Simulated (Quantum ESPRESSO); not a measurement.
Runs of Quantum ESPRESSO 7.5 on Ru. Symmetry: P6_3/mmc, No. 194, hexagonal system. The conventional cell has a = 2.706 Å, b = 2.706 Å, c = 4.282 Å, α = 90.00°, β = 90.00°, γ = 120.00°. Ru (site symmetry -6m2) has 12 Ru at 2.65 to 2.71 Å as nearest neighbours. 

```tsv
task	level	potentials or basis	spin	cell	k mesh	cutoff (eV)	form of the LDA correlation	rVV10 parameter b	most ionic steps	forc conv thr	etot conv thr	gap on the mesh (eV)	pressure (GPa)
band structure	BLYP	PseudoDojo 0.4.1 SR PBE standard	off	as given	11 × 11 × 6	1143	-	-	-	-	-	none	19.8
band structure	LDA	GBRV 1.5 LDA	off	as given	11 × 11 × 6	612	PZ81	-	-	-	-	none	(b)
relaxation of cell and atoms	PBEsol+rVV10	PseudoDojo 0.4.1 SR PBEsol standard	off	relaxed to 0.3 kbar	11 × 11 × 6	1143	-	6.3	40	0.0004 Ry/bohr	1e-05 Ry	none	0.0
band structure	PBEsol	PseudoDojo 0.4 FR PBEsol standard	SOC, no magnetisation	as given	11 × 11 × 6	1143	-	-	-	-	-	none	-5.0
relaxation of cell and atoms	PBE+D3	PseudoDojo 0.4.1 SR PBE standard	off	relaxed to 0.3 kbar	11 × 11 × 6	1143	-	-	40	0.0004 Ry/bohr	1e-05 Ry	none	0.0
relaxation of cell and atoms	PBEsol+D3(BJ)	PseudoDojo 0.4.1 SR PBEsol standard	off	relaxed to 0.3 kbar	11 × 11 × 6	1143	-	-	40	0.0004 Ry/bohr	1e-05 Ry	none	-0.1
band structure	PBE	PseudoDojo 0.4.1 SR PBE standard	off	as given	11 × 11 × 6	1143	-	-	-	-	-	none	5.1
relaxation of cell and atoms	PBE	PseudoDojo 0.4.1 SR PBE standard	off	relaxed to 0.3 kbar	11 × 11 × 6	1143	-	-	40	0.0004 Ry/bohr	1e-05 Ry	none	0.0
relaxation of cell and atoms	PBE+D3(BJ)	PseudoDojo 0.4.1 SR PBE standard	off	relaxed to 0.3 kbar	11 × 11 × 6	1143	-	-	40	0.0004 Ry/bohr	1e-05 Ry	none	0.0
band structure	LDA	PseudoDojo 0.4.1 SR LDA standard	off	as given	11 × 11 × 6	1197	PW92	-	-	-	-	none	(a)
```

Alike in all rows: smearing fermi-dirac 0.05 eV.

**Question.** Fill in the values left out.

**Answer.** (a) -11.5; (b) -12.4.

Caveats: pairwise dispersion overbinds metals, which lowers pressure and volume (some runs); the potentials were made for another functional, which shifts forces and pressure (some runs); so large a pressure means that the cell lies far from this level's equilibrium, or that cutoff or potentials fall short (some runs); rVV10's parameter b was fitted to another functional (some runs).

A k mesh can miss the band edges, and rows without SOC leave out spin-orbit coupling on Ru.

A gap of «none» marks a metal or a gap under the smearing width.
